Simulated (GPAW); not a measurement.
Something may be wrong with this GPAW 26.7.0 calculation of GaP.

File run.py:

```python
import json
import numpy as np
import spglib
from ase.calculators.mixing import SumCalculator
from ase.constraints import FixSymmetry
from ase.filters import FrechetCellFilter
from ase.io import read, write
from ase.optimize import BFGS
from ase.stress import full_3x3_to_voigt_6_stress, voigt_6_to_full_3x3_strain, voigt_6_to_full_3x3_stress
from ase.units import GPa
from dftd3.ase import DFTD3
from gpaw import GPAW, PW

atoms = read('GaP.cif')

calc = GPAW(mode=PW(600),
            xc='revPBE',
            kpts={'size': (4, 4, 4), 'gamma': True},
            occupations={'name': 'fermi-dirac', 'width': 0.05},
            nbands=11,
            convergence={'density': 1e-06, 'eigenstates': 1e-09},
            mixer={'backend': 'pulay', 'beta': 1.2, 'nmaxold': 1, 'weight': 1.0},
            maxiter=100,
            symmetry={'tolerance': 0.001},
            txt='gpaw.txt')
atoms.calc = SumCalculator([calc, DFTD3(method='revpbe', damping='d3zero')])
atoms.set_constraint(FixSymmetry(atoms))
BFGS(FrechetCellFilter(atoms), trajectory='relax.traj', logfile='-').run(fmax=0.005, steps=40)
atoms.set_constraint()
energy = atoms.get_potential_energy()
forces = atoms.get_forces()
stress = atoms.get_stress()
calc.write('gs.gpw')
write('result.traj', atoms)
print('Cell:', atoms.cell.cellpar().round(4))
print(atoms.get_scaled_positions().round(5))

gpts = tuple(int(n) for n in calc.get_number_of_grid_points())
cell = atoms.cell[:].T
dataset = spglib.get_symmetry((atoms.cell[:], atoms.get_scaled_positions(), atoms.numbers), symprec=1e-4)
rotations = [cell @ w @ np.linalg.inv(cell) for w in dataset['rotations']]
strains, clamped, relaxed = [], [], []
for v in [0]:
    for e in (-0.005, 0.005):
        voigt = np.zeros(6)
        voigt[v] = e
        F = voigt_6_to_full_3x3_strain(voigt)
        a = atoms.copy()
        a.set_cell(atoms.cell[:] @ F, scale_atoms=True)
        c = GPAW(mode=PW(600),
                 xc='revPBE',
                 kpts={'size': (4, 4, 4), 'gamma': True},
                 occupations={'name': 'fermi-dirac', 'width': 0.05},
                 nbands=11,
                 convergence={'density': 1e-06, 'eigenstates': 1e-09},
                 mixer={'backend': 'pulay', 'beta': 1.2, 'nmaxold': 1, 'weight': 1.0},
                 maxiter=100,
                 symmetry={'tolerance': 0.001},
                 gpts=gpts,
                 txt=f'strain-{v}{e:+.3f}.txt')
        a.calc = SumCalculator([c, DFTD3(method='revpbe', damping='d3zero')])
        s0 = s1 = a.get_stress() - stress
        BFGS(a, logfile=None).run(fmax=0.003, steps=25)
        s1 = a.get_stress() - stress
        print(v, e, 'clamped', (s0 / GPa).round(3), 'relaxed', (s1 / GPa).round(3), flush=True)
        for R in rotations:  # images under the point group
            eps = R @ (F - np.eye(3)) @ R.T
            strains.append(full_3x3_to_voigt_6_stress(eps) * [1, 1, 1, 2, 2, 2])
            for s, rows in ((s0, clamped), (s1, relaxed)):
                rows.append(full_3x3_to_voigt_6_stress(R @ voigt_6_to_full_3x3_stress(s) @ R.T))

C0, C = (np.linalg.lstsq(np.array(strains), np.array(s), rcond=None)[0].T / GPa for s in (clamped, relaxed))
print('Clamped-ion Cij (GPa):')
print(C0.round(1))
print('Relaxed-ion Cij (GPa):')
print(C.round(1))
json.dump({'clamped': C0.tolist(), 'relaxed': C.tolist()}, open('elastic.json', 'w'))
```

Contents of GaP.cif:

```cif
data_GaP
_cell_length_a 3.85408551
_cell_length_b 3.85408551
_cell_length_c 3.85408551
_cell_angle_alpha 60.00000000
_cell_angle_beta 60.00000000
_cell_angle_gamma 60.00000000
_space_group_name_H-M_alt 'P1'
_space_group_name_Hall 'P 1'
_space_group_IT_number 1
loop_
_space_group_symop_operation_xyz
'x,y,z'
loop_
_atom_site_label
_atom_site_type_symbol
_atom_site_symmetry_multiplicity
_atom_site_Wyckoff_symbol
_atom_site_fract_x
_atom_site_fract_y
_atom_site_fract_z
_atom_site_occupancy
Ga1 Ga 1 a 0.0000000000 0.0000000000 0.0000000000 1
P1 P 1 a 0.7500000000 0.7500000000 0.7500000000 1
```

Potentials or basis: the program's PAW data sets (release 1.2.1) made for this functional, pw.

Launch:

```console
$ OMP_NUM_THREADS=1 python run.py
```

gpaw.txt:

```text
__  _  _
 | _ |_)|_||  |
 |__||  | ||/\| - 26.7.0

Input parameters:
  mode=PW(ecut=600.0),
  convergence={'density': 1e-06, 'eigenstates': 1e-09},
  kpts=MonkhorstPack(size=(4, 4, 4), gamma=True),
  maxiter=100,
  mixer=Pulay(name='pulay', nmaxold=1, beta=1.2, weight=1.0, sigma=0.015, g_ss=None),
  nbands=11,
  occupations=Occupations(name='fermi-dirac', width=0.05),
  symmetry=Symmetry(tolerance=0.001),
  xc=XC(name='revPBE')

Diagonalizing LCAO Hamiltonian
Converting LCAO to pw mode

                        P

       Ga

Atoms  # Å, Bohr magnetons
|   | symbol |        x |        y |        z |    initial magnetic moments |
|---|--------|----------|----------|----------|-----------------------------|
| 0 |     Ga | 0.000000 | 0.000000 | 0.000000 | ( 0.0000,  0.0000,  0.0000) |
| 1 |      P | 5.781128 | 3.337736 | 2.360136 | ( 0.0000,  0.0000,  0.0000) |

Unit cell  # Å
| periodic |        x |         y |         z |  lengths |    angles |
[... 131 lines left out ...]

density mixing:
  Pulay-Mixer
  Linear mixing parameters: 1.2
  Old densities: 1
  No metric

occupation numbers:
  Fermi-Dirac:
    width: 0.0500  # eV

poisson solver:
  ecut: 4800.0  # eV

xc functional:
  name: revPBE with 2 nearest neighbor stencil

convergence criteria:
- Maximum integral of absolute [dens]ity change: 1e-06 electrons / valence electron
- Maximum integral of absolute [eigenst]ate change: 1e-09 eV^2 / valence electron
- Maximum [total energy] change in last 3 cyles: 0.0005 eV / valence electron
maximum number of iterations: 100

SCF iterations
|iter     | |      energy | eigst |  dens |
|---------|-|-------------|-------|-------|
|iter:   1| |   -8.501540 | -0.30 |       |
|iter:   2| |   -8.829410 | -1.07 | -0.81 |
|iter:   3| |   -9.558366 | -0.42 | -0.82 |
|iter:   4| |  -11.322190 | -0.35 | -0.64 |
|iter:   5| |  -15.583371 | +0.49 | -0.44 |
|iter:   6| |  -24.776540 | +0.28 | -0.26 |
|iter:   7| |  -43.243695 | +1.45 | -0.08 |
|iter:   8| |  -71.871189 | +1.00 | +0.06 |
|iter:   9| |  -90.995152 | +2.07 | +0.18 |
|iter:  10| | -121.297602 | +1.46 | +0.24 |
[... 80 further cycles ...]
|iter:  91| | -137.613607 | +2.34 | +0.31 |
|iter:  92| | -142.349868 | +1.67 | +0.31 |
|iter:  93| | -137.696463 | +2.34 | +0.31 |
|iter:  94| | -142.036751 | +1.66 | +0.31 |
|iter:  95| | -137.613621 | +2.34 | +0.31 |
|iter:  96| | -142.349749 | +1.67 | +0.31 |
|iter:  97| | -137.696434 | +2.34 | +0.31 |
|iter:  98| | -142.036628 | +1.66 | +0.31 |
|iter:  99| | -137.613504 | +2.34 | +0.31 |
|iter: 100| | -142.349639 | +1.67 | +0.31 |
```

On the terminal:

```text
Traceback (most recent call last):
  File "run.py", line 28, in <module>
  File "optimize/optimize.py", line 506, in run
  File "optimize/optimize.py", line 375, in run
  File "optimize/optimize.py", line 322, in irun
  File "ase/filters.py", line 31, in get_gradient
  File "ase/filters.py", line 602, in get_forces
  File "ase/atoms.py", line 2050, in get_stress
  File "abc.py", line 34, in get_stress
  File "calculator.py", line 517, in get_property
  File "mixing.py", line 97, in calculate
  File "mixing.py", line 52, in get_properties
  File "mixing.py", line 33, in get_property
  File "new/ase_interface.py", line 241, in get_property
  File "new/ase_interface.py", line 215, in calculate_property
  File "new/ase_interface.py", line 177, in iconverge
  File "new/calculation.py", line 252, in iconverge
  File "new/scf.py", line 130, in iterate
gpaw.KohnShamConvergenceError
```

Task: What happened, and what is wrong with the input?

Result: No converged result was reached. The input holds a flaw that was put in on purpose: density mixing far too strong (mixer = backend pulay, beta 1.2, nmaxold 1, weight 1.0).
